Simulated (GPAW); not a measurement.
# In2O3 (R-3c) in GPAW: settings compared

The runs below take In2O3 through band structure, with LDA, PBE.

All numbers are computed with GPAW 26.7.0; they aren't measurements. Logs are shortened: lines on timing, memory, paths and dates and some standing lists are left out, and cuts for length are marked. The log counts tension as positive stress, the text compression.

**What was measured.**

From “Fabrication and performance enhancement of an In2O3/BiVO4 heterojunction for N-butanol gas sensing applications”, 2024, pmc:11650617, for a powder of In2O3: band gap 3.08 eV (optical).

How close the calculation comes is told below.

## Step 1: The structure

Symmetry: R-3c, No. 167, trigonal system. The conventional cell has a = 5.487 Å, b = 5.487 Å, c = 14.510 Å, α = 90.00°, β = 90.00°, γ = 120.00°. Around In (site symmetry 3) lie 6 O at 2.12 to 2.26 Å. Around O (site symmetry 2) lie 4 In at 2.12 to 2.26 Å.

## Step 2: Band structure, LDA

Contents of run.py:

```python
from ase import Atoms
from ase.dft.bandgap import bandgap
from ase.io import write
from ase.units import GPa
from gpaw import GPAW, PW

atoms = Atoms(['In', 'In', 'In', 'In', 'O', 'O', 'O', 'O', 'O', 'O'],
              cell=[[2.7435, 1.5839604635, 4.8366666667],
                    [-2.7435, 1.5839604635, 4.8366666667],
                    [0.0, -3.167920927, 4.8366666667]],
              scaled_positions=[[0.85731, 0.85731, 0.85731],
                                [0.64269, 0.64269, 0.64269],
                                [0.14269, 0.14269, 0.14269],
                                [0.35731, 0.35731, 0.35731],
                                [0.048, 0.75, 0.452],
                                [0.75, 0.452, 0.048],
                                [0.452, 0.048, 0.75],
                                [0.952, 0.25, 0.548],
                                [0.25, 0.548, 0.952],
                                [0.548, 0.952, 0.25]],
              pbc=True)

calc = GPAW(mode=PW(800),
            xc='LDA',
            kpts={'size': (4, 4, 4), 'gamma': True},
            occupations={'name': 'fermi-dirac', 'width': 0.05},
            nbands=69,
            convergence={'density': 1e-05, 'energy': 1e-05},
            maxiter=150,
            txt='gpaw.txt')
atoms.calc = calc
energy = atoms.get_potential_energy()
forces = atoms.get_forces()
stress = atoms.get_stress()
calc.write('gs.gpw')
write('result.traj', atoms)
print(f'Energy: {energy:.6f} eV')
print('Forces (eV/A):')
print(forces.round(4))
print('Stress (GPa):', (stress / GPa).round(3))
print('Fermi level:', round(calc.get_fermi_level(), 4), 'eV')
print(f'Gap: {bandgap(calc)[0]:.4f} eV, direct: {bandgap(calc, direct=True)[0]:.4f} eV')

path = atoms.cell.bandpath('GLB1,BZGX,QFP1Z,LP', npoints=80, eps=1e-4)
bs_calc = calc.fixed_density(kpts=path, symmetry='off', nbands=98,
                             convergence={'bands': 'CBM+6.0', 'eigenstates': 1e-6}, txt='bands.txt')
bs = bs_calc.band_structure()
bs.write('bs.json')
print(f'Gap on the path: {bandgap(bs_calc)[0]:.4f} eV')
```

Potentials or basis: the program's PAW data sets (release 1.2.1) made for this functional, pw.

Launch:

```
$ OMP_NUM_THREADS=1 python run.py
```

gpaw.txt:

```text
__  _  _
 | _ |_)|_||  |
 |__||  | ||/\| - 26.7.0

Input parameters:
  mode=PW(ecut=800.0),
  convergence={'density': 1e-05, 'energy': 1e-05},
  kpts=MonkhorstPack(size=(4, 4, 4), gamma=True),
  maxiter=150,
  nbands=69,
  occupations=Occupations(name='fermi-dirac', width=0.05),
  xc=XC(name='LDA')

Diagonalizing LCAO Hamiltonian
Converting LCAO to pw mode

             In

           O In
                  O
          O
                O
        O
             InO

             In

Atoms  # Å, Bohr magnetons
|   | symbol |         x |         y |         z |    initial magnetic moments |
|---|--------|-----------|-----------|-----------|-----------------------------|
| 0 |     In |  0.000000 | -0.000000 | 12.439568 | ( 0.0000,  0.0000,  0.0000) |
| 1 |     In | -0.000000 |  0.000000 |  9.325432 | ( 0.0000,  0.0000,  0.0000) |
| 2 |     In |  0.000000 | -0.000000 |  2.070432 | ( 0.0000,  0.0000,  0.0000) |
| 3 |     In | -0.000000 | -0.000000 |  5.184568 | ( 0.0000,  0.0000,  0.0000) |
| 4 |      O | -1.925937 | -0.167900 |  6.045833 | ( 0.0000,  0.0000,  0.0000) |
| 5 |      O |  0.817563 |  1.751860 |  6.045833 | ( 0.0000,  0.0000,  0.0000) |
| 6 |      O |  1.108374 | -1.583960 |  6.045833 | ( 0.0000,  0.0000,  0.0000) |
| 7 |      O |  1.925937 |  0.167900 |  8.464167 | ( 0.0000,  0.0000,  0.0000) |
| 8 |      O | -0.817563 | -1.751860 |  8.464167 | ( 0.0000,  0.0000,  0.0000) |
| 9 |      O | -1.108374 |  1.583960 |  8.464167 | ( 0.0000,  0.0000,  0.0000) |

Unit cell  # Å
| periodic |         x |         y |        z |  lengths |    angles |
|----------|-----------|-----------|----------|----------|-----------|
|      yes |  2.743500 |  1.583960 | 4.836667 | 5.781788 | 56.654541 |
|      yes | -2.743500 |  1.583960 | 4.836667 | 5.781788 | 56.654541 |
|      yes |  0.000000 | -3.167921 | 4.836667 | 5.781788 | 56.654541 |

Number of symmetries: 6
Symmetry operations  # r_c * U_cc + t_c -> r_c
|   | kind |            matrix            |
|---|------|------------------------------|
| 0 |  E   |  1, 0, 0,  0, 1, 0,  0, 0, 1 |
| 1 |  C3  |  0, 1, 0,  0, 0, 1,  1, 0, 0 |
| 2 |  C3  |  0, 0, 1,  1, 0, 0,  0, 1, 0 |
| 3 |  S6  |  0, 0,-1, -1, 0, 0,  0,-1, 0 |
| 4 |  S6  |  0,-1, 0,  0, 0,-1, -1, 0, 0 |
| 5 |  i   | -1, 0, 0,  0,-1, 0,  0, 0,-1 |

BZ-sampling:
  Number of BZ points: 64
  Number of IBZ points: 14

  Monkhorst-Pack size: [4, 4, 4]
  Monkhorst-Pack shift: [0.125, 0.125, 0.125]

K-points  # in reciprocal-cell coordinates
|     |                                coordinates |     weight |
|-----|--------------------------------------------|------------|
|   0 | (  0.00000000,   0.00000000,   0.00000000) | 0.01562500 |
|   1 | (  0.25000000,   0.00000000,  -0.25000000) | 0.09375000 |
|   2 | (  0.25000000,   0.00000000,   0.00000000) | 0.09375000 |
|   3 | (  0.25000000,   0.25000000,  -0.25000000) | 0.09375000 |
|   4 | (  0.25000000,   0.25000000,   0.00000000) | 0.09375000 |
|   5 | (  0.25000000,   0.25000000,   0.25000000) | 0.03125000 |
|   6 | (  0.50000000,   0.00000000,   0.00000000) | 0.04687500 |
|   7 | (  0.50000000,   0.00000000,   0.25000000) | 0.09375000 |
|   8 | (  0.50000000,   0.25000000,  -0.25000000) | 0.09375000 |
|   9 | (  0.50000000,   0.25000000,   0.00000000) | 0.09375000 |
| ... |                                            |            |
|  13 | (  0.50000000,   0.50000000,   0.50000000) | 0.01562500 |

Plane wave coefficients: 6533
Cutoff: 800.0 eV

Spin-components: 1 (collinear spins)
Bands:           69
Projectors:      54
Spin-degeneracy: 2
Datatype:        complex128

Parallelization:
  kpt:    1
  domain: 1
  band:   1

Density:
  Valence electrons: 88.0
  Components: 1
  Grid points: [40 40 40]
  Charge: 0.0  # |e|

Potential:
  Grid points: [40 40 40]

species:
  In:
    name:    Indium
    Z:       49.0
    valence: 13
    core:    36
    charge:  0.0  # [|e|]
    compensation charges:
      type: gauss
      rc: 0.36  # [Å]
      lmax: 2
    cutoffs:
      filter: 2.09  # [Å]
      core: 2.48  # [Å]
    projectors
    | kind |    occ | energy [eV] | rcut [Å] |
    |------|--------|-------------|----------|
    |   5s |  2.000 |      -8.474 |    1.185 |
    |   5p |  1.000 |      -2.700 |    1.244 |
    |   4d | 10.000 |     -18.723 |    1.148 |
    |    s |        |      18.738 |    1.185 |
    |    p |        |      24.512 |    1.244 |
    |    d |        |       8.489 |    1.148 |

    Using partial waves for In as LCAO basis

  O:
    name:    Oxygen
    Z:       8.0
    valence: 6
    core:    2
    charge:  0.0  # [|e|]
    compensation charges:
      type: gauss
      rc: 0.21  # [Å]
      lmax: 2
    cutoffs:
      filter: 1.17  # [Å]
      core: 0.83  # [Å]
    projectors
    | kind |    occ | energy [eV] | rcut [Å] |
    |------|--------|-------------|----------|
    |   2s |  2.000 |     -23.752 |    0.688 |
    |   2p |  4.000 |      -9.195 |    0.598 |
    |    s |        |       3.459 |    0.688 |
    |    p |        |      18.016 |    0.598 |
    |    d |        |       0.000 |    0.619 |

    Using partial waves for O as LCAO basis

Reference energy: -651504.610097  # eV

eigensolver:
  PPCG
  Converge bands: occupied
  niter=2

density mixing:
  MSR1-Mixer
  Pratt-step length: 0.05
  Maximum mixing coefficient: 0.75
  Old densities: 10
  SVD Regularization: 0.005
  Good broyden scale: 1.0
  Trust region scale: 1.0
  Backstep threshold: 4.0
  History deletion threshold: 6.0
  Fourier metric: weight=20.0, sigma=0.015

occupation numbers:
  Fermi-Dirac:
    width: 0.0500  # eV

poisson solver:
  ecut: 6400.0  # eV

xc functional:
  name: None

convergence criteria:
- Maximum integral of absolute [dens]ity change: 1e-05 electrons / valence electron
- Maximum [total energy] change in last 3 cyles: 1e-05 eV / valence electron
- Maximum integral of absolute [eigenst]ate change: 4e-08 eV^2 / valence electron
maximum number of iterations: 150

SCF iterations
|iter     | |      energy | eigst |  dens |
|---------|-|-------------|-------|-------|
|iter:   1| |  -74.830840 | +0.17 |       |
|iter:   2| |  -72.431680 | -1.26 | -0.92 |
|iter:   3| |  -66.210431 | -0.50 | -0.97 |
|iter:   4| |  -66.120803 | -2.70 | -1.51 |
|iter:   5| |  -66.089875 | -3.34 | -1.78 |
|iter:   6| |  -66.089985 | -4.66 | -2.89 |
|iter:   7| |  -66.090019c| -5.83 | -3.32 |
|iter:   8| |  -66.090018c| -6.98 | -4.16 |
|iter:   9| |  -66.090018c| -7.45c| -5.06c|

Converged in 9 steps
Energy contributions relative to reference atoms: (reference = -651504.610097)

Energy contributions:
  Kinetic:         139.407941
  Coulomb:        -127.227074
  Zero:              0.911256
  External:          0.000000
  Xc:              -79.182141
  Entropy:          -0.000001
  Spinorbit:         0.000000
  ----------------------------
  Free energy:     -66.090019
  Extrapolated:    -66.090018

dipole moment: (-0.000000, -0.000000, 0.000006)  # |e|*Ang

Fermi level: 5.963
Eigenvalues  # (at kpt = [0.000, 0.000, 0.000])
| band index |      eig [eV] | occ [0-2] |
|------------|---------------|-----------|
|          0 |       -12.126 |     2.000 |
|        ... |               |           |
|         36 |         4.478 |     2.000 |
|         37 |         4.783 |     2.000 |
|         38 |         4.915 |     2.000 |
|         39 |         4.915 |     2.000 |
|         40 |         5.014 |     2.000 |
|         41 |         5.014 |     2.000 |
[... 8 lines left out ...]
|         50 |        14.320 |     0.000 |
|         51 |        14.595 |     0.000 |
|        ... |               |           |
|         68 |        24.002 |     0.000 |

Gap: 1.194 eV
Transition (v -> c):
  (s=0, k=2, n=43, [0.25, 0.00, 0.00]) -> (s=0, k=0, n=44, [0.00, 0.00, 0.00])
Direct/indirect transitions are different
Direct gap: 1.221 eV
Transition at: (s=0, k=0, n=43, [0.00, 0.00, 0.00])

Forces  # eV/Ang
|        x |        y |        z |
|----------|----------|----------|
| -0.00000 | -0.00000 | -0.09558 |  # In   0
|  0.00000 | -0.00000 |  0.09575 |  # In   1
|  0.00000 |  0.00000 |  0.09558 |  # In   2
| -0.00000 |  0.00000 | -0.09575 |  # In   3
| -0.07816 | -0.13553 | -0.00023 |  # O    4
| -0.07829 |  0.13546 | -0.00023 |  # O    5
|  0.15646 |  0.00007 | -0.00023 |  # O    6
|  0.07816 |  0.13553 |  0.00023 |  # O    7
|  0.07829 | -0.13546 |  0.00023 |  # O    8
| -0.15646 | -0.00007 |  0.00023 |  # O    9

Stress tensor  # eV/Ang^3
|         x |         y |        z |
|-----------|-----------|----------|
|  0.025236 | -0.000000 | 0.000000 |
| -0.000000 |  0.025236 | 0.000000 |
|  0.000000 |  0.000000 | 0.026420 |

# Writing to gs.gpw (mode='')
```

stdout:

```text
Energy: -66.090018 eV
Forces (eV/A):
[[-0.000e+00 -0.000e+00 -9.560e-02]
 [ 0.000e+00 -0.000e+00  9.580e-02]
 [ 0.000e+00  0.000e+00  9.560e-02]
 [-0.000e+00  0.000e+00 -9.580e-02]
 [-7.820e-02 -1.355e-01 -2.000e-04]
 [-7.830e-02  1.355e-01 -2.000e-04]
 [ 1.565e-01  1.000e-04 -2.000e-04]
 [ 7.820e-02  1.355e-01  2.000e-04]
 [ 7.830e-02 -1.355e-01  2.000e-04]
 [-1.565e-01 -1.000e-04  2.000e-04]]
Stress (GPa): [ 4.043  4.043  4.233  0.     0.    -0.   ]
Fermi level: 5.9632 eV
Gap: 1.1941 eV, direct: 1.2211 eV
Gap on the path: 1.1846 eV
```

bands.txt:

```text
Diagonalizing LCAO Hamiltonian
Converting LCAO to pw mode
convergence criteria:
- Maximum integral of absolute [eigenst]ate change: 1e-06 eV^2 / valence electron
maximum number of iterations: 150

SCF iterations
|iter     | |      energy | eigst |  dens |
|---------|-|-------------|-------|-------|
|iter:   1| |             | +0.83 |       |
[... 86 lines left out ...]
         [ 0.53272919,  0.04613541,  0.04613541],
         [ 0.56545837,  0.09227081,  0.09227081],
         [ 0.59818756,  0.13840622,  0.13840622],
         [ 0.63091674,  0.18454163,  0.18454163],
         [ 0.66364593,  0.23067703,  0.23067703],
         [ 0.69637512,  0.27681244,  0.27681244],
         [ 0.7291043 ,  0.32294785,  0.32294785],
         [ 0.76183349,  0.36908326,  0.36908326]])),
  maxiter=150,
  nbands=98,
  occupations=Occupations(name='fermi-dirac', width=0.05),
  symmetry=Symmetry(point_group=False, time_reversal=False),
  xc=XC(name='LDA')
```

Run time: 9.5 min. Hardware: 1 thread of AMD EPYC 7R43 (Zen 3), shared host; peak memory 1.4 GiB.

Results:

```yaml
Free_energy: -66.0900 eV
Pressure: -4.1 GPa
Largest_force: 0.156 eV/Å
Band_gap_on_the_k_mesh: 1.19 eV, indirect (least direct gap 1.22 eV)
Band_gap_along_the_path: 1.18 eV, indirect (least direct gap 1.22 eV)
```

Forces in eV/Å, atoms in the order of the input:
```
In   0.000  0.000 -0.096
In   0.000  0.000  0.096
In   0.000  0.000  0.096
In   0.000  0.000 -0.096
O   -0.078 -0.136  0.000
O   -0.078  0.135  0.000
O    0.156  0.000  0.000
O    0.078  0.136  0.000
O    0.078 -0.135  0.000
O   -0.156  0.000  0.000
```

Stress tensor (GPa, compression positive):
```
-4.04  0.00  0.00
 0.00 -4.04  0.00
 0.00  0.00 -4.23
```

Levels at the corners of the path, in eV from the valence-band top:
```tsv
point	band 41	band 42	band 43	band 44	band 45	band 46	band 47	band 48
Γ	-0.28	-0.28	-0.04	-0.04	1.18	5.39	6.07	7.16
L	-0.78	-0.78	-0.07	-0.07	4.86	4.86	5.72	5.72
B1	-0.35	-0.35	-0.16	-0.16	5.46	5.46	5.79	5.79
B	-0.35	-0.35	-0.16	-0.16	5.46	5.46	5.79	5.79
Z	-0.19	-0.19	-0.19	-0.19	4.31	4.31	7.01	7.01
Γ	-0.28	-0.28	-0.04	-0.04	1.18	5.39	6.07	7.16
X	-0.46	-0.27	-0.21	-0.07	5.18	5.40	5.62	6.08
Q	-0.46	-0.27	-0.21	-0.07	5.18	5.40	5.62	6.08
F	-0.56	-0.35	-0.09	-0.04	5.09	5.40	6.34	6.43
P1	-0.40	-0.38	-0.32	-0.11	5.35	5.52	5.63	6.47
Z	-0.19	-0.19	-0.19	-0.19	4.31	4.31	7.01	7.01
L	-0.78	-0.78	-0.07	-0.07	4.86	4.86	5.72	5.72
P	-0.40	-0.38	-0.32	-0.11	5.35	5.52	5.63	6.47
```

Caveat: spin-orbit coupling is left out, which moves the levels of the heavy elements.

## Step 3: Band structure, PBE

Edit run.py of step 2 so:

```diff
@@ -23,3 +23,3 @@
 calc = GPAW(mode=PW(800),
-            xc='LDA',
+            xc='PBE',
             kpts={'size': (4, 4, 4), 'gamma': True},
```

Potentials or basis: GPAW PAW data sets (gpaw-data 1.2.1), pw.

Launch:

```
$ OMP_NUM_THREADS=1 python run.py
```

It took 10 min on 1 thread of AMD EPYC 7R43 (Zen 3), shared host; peak memory 1.4 GiB.

It converged, with:

```yaml
Free_energy: -57.6932 eV
Pressure: 7.5 GPa
Largest_force: 0.129 eV/Å
Band_gap_on_the_k_mesh: 1.33 eV, indirect (least direct gap 1.35 eV)
Band_gap_along_the_path: 1.32 eV, indirect (least direct gap 1.35 eV)
```

Forces in eV/Å, atoms in the order of the input:
```
In   0.000  0.000  0.001
In   0.000  0.000 -0.001
In   0.000  0.000 -0.001
In   0.000  0.000  0.001
O   -0.064 -0.111  0.000
O   -0.064  0.111  0.000
O    0.129  0.000  0.000
O    0.064  0.111  0.000
O    0.064 -0.111  0.000
O   -0.129  0.000  0.000
```

Stress tensor (GPa, compression positive):
```
7.97 0.00 0.00
0.00 7.97 0.00
0.00 0.00 6.63
```

Levels at the corners of the path, in eV from the valence-band top:
```tsv
point	band 40	band 41	band 42	band 43	band 44	band 45	band 46	band 47	band 48	band 49
Γ	-0.38	-0.27	-0.27	-0.03	-0.03	1.32	5.61	6.32	7.37	9.22
L	-0.93	-0.76	-0.76	-0.06	-0.06	5.00	5.00	5.94	5.94	8.44
B1	-0.79	-0.34	-0.34	-0.15	-0.15	5.63	5.63	5.96	5.96	7.73
B	-0.79	-0.34	-0.34	-0.15	-0.15	5.63	5.63	5.96	5.96	7.73
Z	-1.10	-0.19	-0.19	-0.19	-0.19	4.44	4.44	7.23	7.23	8.34
Γ	-0.38	-0.27	-0.27	-0.03	-0.03	1.32	5.61	6.32	7.37	9.22
X	-0.53	-0.46	-0.26	-0.20	-0.07	5.34	5.57	5.79	6.28	7.55
Q	-0.53	-0.46	-0.26	-0.20	-0.07	5.34	5.57	5.79	6.28	7.55
F	-0.87	-0.55	-0.33	-0.08	-0.04	5.24	5.56	6.52	6.64	7.36
P1	-0.80	-0.39	-0.37	-0.31	-0.10	5.51	5.67	5.79	6.68	7.14
Z	-1.10	-0.19	-0.19	-0.19	-0.19	4.44	4.44	7.23	7.23	8.34
L	-0.93	-0.76	-0.76	-0.06	-0.06	5.00	5.00	5.94	5.94	8.44
P	-0.80	-0.39	-0.37	-0.31	-0.10	5.51	5.67	5.79	6.68	7.14
```

Caveat: spin-orbit coupling is left out, which moves the levels of the heavy elements.

## Step 4: The reference run

An earlier run on the cell as given: functional PBE; potentials or basis GPAW PAW data sets (gpaw-data 1.2.1); cutoff 800 eV; basis pw; k mesh 6 × 6 × 6; occupations fermi-dirac, width 0.05 eV; no spin polarisation.

- Pressure: 7.5 GPa
- Largest force: 0.129 eV/Å
- Band gap on the k mesh: 1.32 eV, indirect (least direct gap 1.35 eV)

## Step 5: Overview

```tsv
task	level	potentials or basis	k mesh	band path	band points	gap on the mesh (eV)	pressure (GPa)	largest force (eV/Å)
band structure	LDA	the program's PAW data sets (release 1.2.1) made for this functional, pw	4 × 4 × 4	GLB1,BZGX,QFP1Z,LP	80	1.19	-4.1	0.16
band structure	PBE	GPAW PAW data sets (gpaw-data 1.2.1), pw	4 × 4 × 4	GLB1,BZGX,QFP1Z,LP	80	1.33	7.5	0.13
single point	PBE	GPAW PAW data sets (gpaw-data 1.2.1), pw	6 × 6 × 6	-	-	1.32	7.5	0.13
```

Alike in all rows: no spin polarisation; cell as given; cutoff (eV) 800; smearing fermi-dirac 0.05 eV.

Caveats: spin-orbit coupling is left out, which moves the levels of the heavy elements.

Absolute energies hang on the potentials; compare differences alone.

## Step 6: Against experiment

Step 2. A measured gap of In2O3 is 3.08 eV (optical; powder; “Fabrication and performance enhancement of an In2O3/BiVO4 heterojunction for N-butanol gas sensing applications”, 2024, pmc:11650617); the calculated 1.18 eV misses it by -1.90 eV. So large a miss can be the level of theory's own, or it may mean another phase, state or a wrong row. Spin-orbit coupling on In is left out. The value is that of LDA, without temperature or zero-point motion. Semilocal functionals fall short of measured gaps as a rule.

Step 3. Measured gap of In2O3: 3.08 eV (optical; powder; “Fabrication and performance enhancement of an In2O3/BiVO4 heterojunction for N-butanol gas sensing applications”, 2024, pmc:11650617). This calculation gives 1.32 eV (-1.76 eV). So large a miss can be the level of theory's own, or it may mean another phase, state or a wrong row. Spin-orbit coupling on In is left out. The value is that of PBE, without temperature or zero-point motion. Semilocal functionals fall short of measured gaps as a rule.
